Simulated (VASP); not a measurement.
# SiGe3 in VASP: notebook, part 2 of 2

VASP 6.6.1. Earlier steps stand in the parts before.

## 5. Relaxation of cell and atoms, PBE

This run uses another cell than the first one: it holds 8 atoms, not 4.

INCAR reads:

```
PREC = Normal
ENCUT = 520
EDIFF = 1E-4
ISMEAR = 0
SIGMA = 0.15
LREAL = False
LASPH = True
NELM = 60
ALGO = Fast
ISIF = 3
LWAVE = False
LCHARG = False
GGA = PE
IBRION = 2
NSW = 24
EDIFFG = -0.08
```

KPOINTS reads:

```
Automatic mesh
0
Gamma
  3 3 3
```

POSCAR reads:

```
SiGe3
1.0
    5.3346239900      0.0000000000      0.0000000000
    0.0000000000      5.3346239900      0.0000000000
    0.0000000000      0.0000000000      5.3346239900
Si Ge
2 6
Direct
    0.0000000000      0.0000000000      0.0000000000
    0.5000000000      0.5000000000      0.5000000000
    0.2500000000      0.0000000000      0.5000000000
    0.7500000000      0.0000000000      0.5000000000
    0.0000000000      0.5000000000      0.2500000000
    0.0000000000      0.5000000000      0.7500000000
    0.5000000000      0.7500000000      0.0000000000
    0.5000000000      0.2500000000      0.0000000000
```

Potentials or basis: VASP PAW PBE potentials, release 64 (Si, Ge_d).

Run with:

```sh
cat potpaw_PBE.64/Si/POTCAR potpaw_PBE.64/Ge_d/POTCAR > POTCAR
mpirun -np 1 vasp_std > vasp.out
```

OUTCAR:

```text
PREC = Normal
   ENCUT = 520
   EDIFF = 1E-4
   ISMEAR = 0
   LREAL = False
   LASPH = True
   NELM = 60
   ISIF = 3
   GGA = PE
   IBRION = 2
   NSW = 24
   EDIFFG = -0.08

 ion  position               nearest neighbor table
   1  0.000  0.000  0.000-   3 2.98   4 2.98   5 2.98   6 2.98   7 2.98   8 2.98   3 2.98   4 2.98
                             5 2.98   6 2.98   7 2.98   8 2.98
   2  0.500  0.500  0.500-   3 2.98   4 2.98   5 2.98   6 2.98   7 2.98   8 2.98   7 2.98   8 2.98
                             3 2.98   4 2.98   5 2.98   6 2.98
   3  0.250  0.000  0.500-   4 2.67   4 2.67   1 2.98   1 2.98   2 2.98   2 2.98
   4  0.750  0.000  0.500-   3 2.67   3 2.67   1 2.98   1 2.98   2 2.98   2 2.98
   5  0.000  0.500  0.250-   6 2.67   6 2.67   1 2.98   2 2.98   1 2.98   2 2.98
   6  0.000  0.500  0.750-   5 2.67   5 2.67   1 2.98   2 2.98   1 2.98   2 2.98
   7  0.500  0.750  0.000-   8 2.67   8 2.67   1 2.98   2 2.98   2 2.98   1 2.98
   8  0.500  0.250  0.000-   7 2.67   7 2.67   1 2.98   2 2.98   2 2.98   1 2.98

  LATTYP: Found a simple cubic cell.
 ALAT       =     5.3346239900

  Lattice vectors:

 A1 = (   5.3346239900,   0.0000000000,   0.0000000000)
 A2 = (   0.0000000000,   5.3346239900,   0.0000000000)
 A3 = (   0.0000000000,   0.0000000000,   5.3346239900)

Analysis of symmetry for initial positions (statically):
=====================================================================
 Subroutine PRICEL returns:
 Original cell was already a primitive cell.

 Routine SETGRP: Setting up the symmetry group for a
 simple cubic supercell.

 Subroutine GETGRP returns: Found 48 space group operations
 (whereof 24 operations were pure point group operations)
 out of a pool of 48 trial point group operations.

The static configuration has the point symmetry T_h .
 The point group associated with its full space group is O_h .

Analysis of symmetry for dynamics (positions and initial velocities):
=====================================================================
 Subroutine PRICEL returns:
 Original cell was already a primitive cell.

 Routine SETGRP: Setting up the symmetry group for a
 simple cubic supercell.

 Subroutine GETGRP returns: Found 48 space group operations
 (whereof 24 operations were pure point group operations)
 out of a pool of 48 trial point group operations.

The dynamic configuration has the point symmetry T_h .
 The point group associated with its full space group is O_h .

 Subroutine INISYM returns: Found 48 space group operations
 (whereof 24 operations are pure point group operations),
 and found     1 'primitive' translations

----------------------------------------------------------------------------------------

                                     Primitive cell

  volume of cell :     151.8139

  direct lattice vectors                    reciprocal lattice vectors
     5.334623990  0.000000000  0.000000000     0.187454636  0.000000000  0.000000000
     0.000000000  5.334623990  0.000000000     0.000000000  0.187454636  0.000000000
     0.000000000  0.000000000  5.334623990     0.000000000  0.000000000  0.187454636

  length of vectors
[... 53 lines left out ...]
  0.333333  0.333333  0.000000     12.000000
  0.333333  0.333333  0.333333      8.000000
   k-points           NKPTS =      4   k-points in BZ     NKDIM =      4   number of bands    NBANDS=     55
   number of dos      NEDOS =    301   number of ions     NIONS =      8
   total plane-waves  NPLWV =  27000
   dimension x,y,z NGX =    30 NGY =   30 NGZ =   30
   dimension x,y,z NGXF=    60 NGYF=   60 NGZF=   60
   ions per type =               2   6
   NGX,Y,Z   is equivalent  to a cutoff of   9.35,  9.35,  9.35 a.u.
   NGXF,Y,Z  is equivalent  to a cutoff of  18.70, 18.70, 18.70 a.u.
 SYSTEM =  unknown system
   PREC   = normal    normal or accurate (medium, high low for compatibility)
   ISTART =      0    job   : 0-new  1-cont  2-samecut
   ICHARG =      2    charge: 1-file 2-atom 10-const
   ISPIN  =      1    spin polarized calculation?
   LNONCOLLINEAR =      F non collinear calculations
   LSORBIT =      F    spin-orbit coupling
   LASPH  =      T    aspherical Exc in radial PAW
   ENCUT  =  520.0 eV  38.22 Ry    6.18 a.u.   9.92  9.92  9.92*2*pi/ulx,y,z
   NELM   =     60;   NELMIN=  2; NELMDL= -5     # of ELM steps
   EDIFF  = 0.1E-03   stopping-criterion for ELM
   LREAL  =      F    real-space projection
   EDIFFG = -.8E-01   stopping-criterion for IOM
   NSW    =     24    number of steps for IOM
   IBRION =      2    ionic relax: 0-MD 1-quasi-New 2-CG
   NFREE  =      1    steps in history (QN), initial steepest desc. (CG)
   ISIF   =      3    stress and relaxation
   ISYM   =      2    0-nonsym 1-usesym 2-fastsym
   POTIM  = 0.5000    time-step for ionic-motion
   TEBEG  =    0.0;   TEEND  =   0.0 temperature during run
   PSTRESS=    0.0 pullay stress
   NELECT =      92.0000    total number of electrons
   NUPDOWN=      -1.0000    fix difference up-down
   EMIN   =  10.00;   EMAX   =-10.00  energy-range for DOS
   EFERMI =   0.00;   METHOD = LEGACY
   ISMEAR =     0;   SIGMA  =   0.15  broadening in eV -4-tet -1-fermi 0-gaus
   EFERMI_NEDOS =   21; number of points for ismear=-14 and -15
   IALGO  =     68    algorithm
   IMIX   =      4    mixing-type and parameters
     AMIX     =   0.40;   BMIX     =  1.00
     AMIX_MAG =   1.60;   BMIX_MAG =  1.00
  volume/ion in A,a.u.               =      18.98       128.06
  Fermi-wavevector in a.u.,A,eV,Ry     =   1.385374  2.617977 26.113124  1.919260
  Thomas-Fermi vector in A             =   2.509790
   LORBIT       =      0    0 simple, 1 ext, 2 COOP (PROOUT), +10 PAW based schemes
   GGA     = PE    functional components
   LHFCALC =     F    Hartree Fock is set to
   AEXX    =    0.0000 exact exchange contribution
   IVDW    =     0    specifies the selected vdW correction
   LEPSILON=     F    determine dielectric tensor
   LRPA    =     F    only Hartree local field effects (RPA)
 conjugate gradient relaxation of ions
 non-spin polarized calculation
 RMM-DIIS sequential band-by-band and
 Gauss-broadening in eV      SIGMA  =   0.15
  energy-cutoff  :      520.00
  volume of cell :      151.81
 maximum number of plane-waves:      4108
   NGX = 19   NGY = 19   NGZ = 19

 number of electron      92.0000404 magnetization

 Free energy of the ion-electron system (eV)
  ---------------------------------------------------
  ext. energy  EPLUGINS =         0.00000000
  ---------------------------------------------------
  free energy    TOTEN  =       -34.50652687 eV

  energy without entropy =      -34.45076048  energy(sigma->0) =      -34.47864368

 E-fermi :   6.5432     XC(G=0): -10.9758

 val. band max:        6.4985349863   @ k =   0.3333   0.3333   0.3333
 cond. band min:       6.6883303609   @ k =   0.3333   0.0000   0.0000
 fundamental gap:      0.1897953746
 Fermi energy:         6.5432407532

 k-point     1 :       0.0000    0.0000    0.0000
  band No.  band energies     occupation
      1     -18.0753      2.00000
      2     -18.0692      2.00000
      3     -18.0692      2.00000
      4     -18.0023      2.00000
      5     -18.0023      2.00000
      6     -18.0023      2.00000
[... 221 lines left out ...]
     54      10.8322      0.00000
     55      10.9023      0.00000

------------------------ aborting loop because EDIFF is reached ----------------------------------------

  FORCE on cell =-STRESS in cart. coord.  units (eV):
  Direction    XX          YY          ZZ          XY          YZ          ZX
  --------------------------------------------------------------------------------------
  -------------------------------------------------------------------------------------
  Total        0.0177336      0.0177336      0.0177336      0.0000000      0.0000000     -0.0000000
  in kB        0.1871524      0.1871524      0.1871524      0.0000000      0.0000000     -0.0000000
  external PRESSURE =       0.1871524 kB  Pullay stress =       0.0000000 kB

 VOLUME and BASIS-vectors are now :
 -----------------------------------------------------------------------------
  energy-cutoff  :      520.00
  volume of cell :      151.81
      direct lattice vectors                 reciprocal lattice vectors
     5.334623990  0.000000000  0.000000000     0.187454636  0.000000000  0.000000000
     0.000000000  5.334623990  0.000000000     0.000000000  0.187454636  0.000000000
     0.000000000  0.000000000  5.334623990     0.000000000  0.000000000  0.187454636

 POSITION                                       TOTAL-FORCE (eV/Angst)
 -----------------------------------------------------------------------------------
      0.00000      0.00000      0.00000        -0.000000     -0.000000     -0.000000
      2.66731      2.66731      2.66731        -0.000000     -0.000000     -0.000000
      1.33366      0.00000      2.66731        -0.000000      0.000000      0.000000
      4.00097      0.00000      2.66731         0.000000      0.000000     -0.000000
      0.00000      2.66731      1.33366        -0.000000     -0.000000      0.000000
      0.00000      2.66731      4.00097        -0.000000     -0.000000     -0.000000
      2.66731      4.00097      0.00000         0.000000     -0.000000     -0.000000
      2.66731      1.33366      0.00000        -0.000000      0.000000      0.000000
 -----------------------------------------------------------------------------------
    total drift:                                0.000000      0.000000      0.000000

  FREE ENERGIE OF THE ION-ELECTRON SYSTEM (eV)
  ---------------------------------------------------
  free  energy   TOTEN  =       -34.5065268750 eV

  energy  without entropy=      -34.4507604817  energy(sigma->0) =      -34.47864368

 reached required accuracy - stopping structural energy minimisation
```

Wall time 11 s (1 thread of Intel Xeon 6975P-C (Granite Rapids), shared host); peak memory 0.17 GiB.

Results:

```
Free energy             : -34.5065 eV
Pressure after relaxing : 0.0 GPa
Band gap on the k mesh  : none (metal or under the smearing width)
```

Final structure:
```yaml
crystal:
  lattice:
    - [5.33462, 0.00000, 0.00000]
    - [0.00000, 5.33462, 0.00000]
    - [0.00000, 0.00000, 5.33462]
  atoms:
    - { symbol: Si, position: [0.00000, 0.00000, 0.00000] }
    - { symbol: Si, position: [0.50000, 0.50000, 0.50000] }
    - { symbol: Ge, position: [0.25000, 0.00000, 0.50000] }
    - { symbol: Ge, position: [0.75000, 0.00000, 0.50000] }
    - { symbol: Ge, position: [0.00000, 0.50000, 0.25000] }
    - { symbol: Ge, position: [0.00000, 0.50000, 0.75000] }
    - { symbol: Ge, position: [0.50000, 0.75000, 0.00000] }
    - { symbol: Ge, position: [0.50000, 0.25000, 0.00000] }
```

Levels at points of the mesh, in eV from the Fermi level:
```tsv
k point	band 42	band 43	band 44	band 45	band 46	band 47	band 48	band 49	band 50	band 51
(0.00, 0.00, 0.00)	-2.75	-2.75	-1.65	-1.65	-1.65	-0.40	-0.40	-0.40	0.48	3.04
```

Caveat: the k mesh is coarse (spacing up to 0.39 Å⁻¹), so the values aren't converged; the relaxation stopped at its first step, so nothing moved; the relaxation stopped at a loose force limit of 0.08 eV/Å, so its end isn't a converged minimum.

## 6. Relaxation of cell and atoms, PBE

This run uses another cell than the first one, of 21.47 Å³/atom, 1.314 times its volume.

INCAR is that of step 5.

KPOINTS reads:

```
Automatic mesh
0
Gamma
  5 5 5
```

POSCAR reads:

```
SiGe3
1.0
    4.6745112100      0.0000000000      0.0000000000
   -2.3372556000      4.0482454600      0.0000000000
    0.0000000000      0.0000000000      4.5387250100
Si Ge
1 3
Direct
    0.0000000000      0.0000000000      0.5000000000
    0.3515901200      0.0000000000      0.0000000000
    0.0000000000      0.3515901200      0.0000000000
    0.6484098800      0.6484098800      0.0000000000
```

Potentials or basis: VASP PAW PBE potentials, release 64 (Si, Ge_d).

Run with:

```sh
cat potpaw_PBE.64/Si/POTCAR potpaw_PBE.64/Ge_d/POTCAR > POTCAR
mpirun -np 1 vasp_std > vasp.out
```

Run time: 2 min. Hardware: 1 thread of Intel Xeon 6975P-C (Granite Rapids), shared host; peak memory 0.17 GiB.

It converged, with:

- Free energy: -17.4173 eV
- Relaxed volume: 21.12 Å³/atom
- Relaxed cell: a = 5.209 Å, b = 5.209 Å, c = 3.594 Å, α = 90.00°, β = 90.00°, γ = 120.00°
- Space group after relaxing (to 0.05 Å): P-62m (No. 189)
- Energy gained by relaxing: 249.1 meV/atom
- Ionic steps: 17
- Pressure after relaxing: -0.3 GPa
- Largest force after relaxing: 0.009 eV/Å
- Band gap on the k mesh: none (metal or under the smearing width)

Forces in eV/Å, atoms in the order of the input:
```
Si   0.000  0.000  0.000
Ge   0.009  0.000  0.000
Ge  -0.004  0.007  0.000
Ge  -0.004 -0.007  0.000
```

Stress tensor (GPa, compression positive):
```
-0.47  0.00  0.00
 0.00 -0.47  0.00
 0.00  0.00  0.15
```

Step by step:
```
step  energy change (eV)  largest force (eV/Å)  pressure (GPa)  volume (Å³)
   1              0.0000                0.7425            3.27        85.89
   2             -0.3476                0.1003           -1.97        91.26
   3             -0.4562                0.0615           -4.46        94.38
   4             -0.5738                0.0868           -6.26       100.38
   5             -0.5503                0.1417           -3.68        97.39
   6             -0.5720                0.0860           -4.75        98.90
   7             -0.7895                0.6001           -0.84        92.07
   8             -0.7893                0.5515           -0.70        92.19
   9             -0.8476                0.4903           -1.23        90.63
  10             -0.9777                0.2340           -0.81        86.05
  11             -0.8313                0.3147            4.71        77.30
  12             -0.9936                0.0264            0.84        83.33
  13             -0.9949                0.0803           -0.11        83.87
  14             -0.9946                0.0121            0.80        83.60
  15             -0.9887                0.0872           -0.54        86.28
  16             -0.9948                0.0226           -0.92        85.28
  17             -0.9964                0.0086           -0.26        84.47
```

Final structure:
```yaml
crystal:
  lattice:
    - [5.20920, 0.00000, 0.00000]
    - [-2.60460, 4.51130, 0.00000]
    - [0.00000, 0.00000, 3.59431]
  atoms:
    - { symbol: Si, position: [0.00000, 0.00000, 0.50000] }
    - { symbol: Ge, position: [0.35705, 0.00000, 0.00000] }
    - { symbol: Ge, position: [0.00000, 0.35705, 0.00000] }
    - { symbol: Ge, position: [0.64295, 0.64295, 0.00000] }
```

Levels at points of the mesh, in eV from the Fermi level:
| k point | band 20 | band 21 | band 22 | band 23 | band 24 | band 25 | band 26 | band 27 |
| --- | --- | --- | --- | --- | --- | --- | --- | --- |
| (0.00, 0.00, 0.00) | -3.37 | -3.37 | -2.81 | -1.65 | 1.50 | 3.62 | 3.62 | 5.25 |

Caveat: the relaxation stopped at a loose force limit of 0.08 eV/Å, so its end isn't a converged minimum.
